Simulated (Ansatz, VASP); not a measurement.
**ZnSe (Stilleite) in VASP and in Ansatz**

Contents of INCAR:

```
PREC = Accurate ; ENCUT = 600
EDIFF = 1E-6 ; ISMEAR = 0
SIGMA = 0.01 ; LREAL = False
LASPH = True ; NELM = 80
ALGO = Normal ; ISIF = 3
LWAVE = False ; LCHARG = False
GGA = PE ; IVDW = 12
IBRION = 2 ; NSW = 80
EDIFFG = -0.01
```

Contents of KPOINTS:

```
Automatic mesh
0
Gamma
  7 7 7
```

Contents of POSCAR:

```
ZnSe
1.0
    0.0000000000      2.8338000000      2.8338000000
    2.8338000000      0.0000000000      2.8338000000
    2.8338000000      2.8338000000      0.0000000000
Zn Se
1 1
Direct
    0.0000000000      0.0000000000      0.0000000000
    0.2500000000      0.2500000000      0.2500000000
```

Input for Ansatz:

```yaml
crystal:
  lattice:
    - [0.0, 2.8338, 2.8338]
    - [2.8338, 0.0, 2.8338]
    - [2.8338, 2.8338, 0.0]
  atoms:
    - { symbol: Zn, position: [0.0, 0.0, 0.0] }
    - { symbol: Se, position: [0.25, 0.25, 0.25] }
kpoints:
  mp_grid:
    grid: [7, 7, 7]
hamiltonian:
  xc: pbe
  dispersion: d3bj
scf:
  occupations:
    method: fixed
relax:
  cell: {}
```

Alike in both runs: task relaxation of cell and atoms; functional PBE; dispersion D3(BJ); k mesh 7 × 7 × 7; no spin polarisation.

```csv
,VASP,Ansatz
version,VASP 6.6.1,Ansatz 0.2.0
potentials or method,"VASP PAW PBE potentials, release 64 (Zn, Se)","plane waves, PAW"
plane-wave cutoff (eV),600,420
occupations,"gaussian, width 0.01 eV",fixed
valence electrons in the cell,18,28
```

|  | VASP | Ansatz | Ansatz less VASP |
| --- | --- | --- | --- |
| relaxed volume (Å³/atom) | 22.67 | 22.61 | -0.067 |
| relaxed cell length with the largest relative difference (Å) | 4.003 | 3.999 | -0.0039 |

The two sets of potentials don't hold the same shells in valence.
